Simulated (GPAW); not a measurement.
Runs of GPAW 26.7.0 on Os. It takes space group P6_3/mmc (No. 194, hexagonal). The conventional cell has a = 2.734 Å, b = 2.734 Å, c = 4.320 Å, α = 90.00°, β = 90.00°, γ = 120.00°. Os (site symmetry -6m2) has 12 Os at 2.68 to 2.73 Å as nearest neighbours. 

| level | gap on the mesh (eV) | pressure (GPa) | relaxed volume (Å³/atom) |
| --- | --- | --- | --- |
| PBE | none | 0.0 | 14.18 |
| PBE+D3(op) | none | -0.1 | (b) |
| PBE+D3(BJ) | none | 0.0 | (a) |
| PBE+D3 | none | 0.1 | 13.89 |
| PBE+D3(BJ)+ATM | none | 0.0 | 13.98 |
| PBE+D3M(BJ) | none | 0.0 | 13.27 |

Alike in all rows: task relaxation of cell and atoms; potentials or basis GPAW PAW data sets (gpaw-data 1.2.1), pw; no spin polarisation; cell relaxed; k mesh 8 × 8 × 5; cutoff (eV) 600; smearing fermi-dirac 0.05 eV.

Task: Estimate the missing entries.

Result: (a) 13.92; (b) 13.97.

Caveats: later steps reuse the first step's grids; pairwise dispersion overbinds metals, which lowers pressure and volume (some runs).

A k mesh can miss the band edges, and the runs leave out spin-orbit coupling on Os.

A gap of «none» marks a metal or a gap under the smearing width.
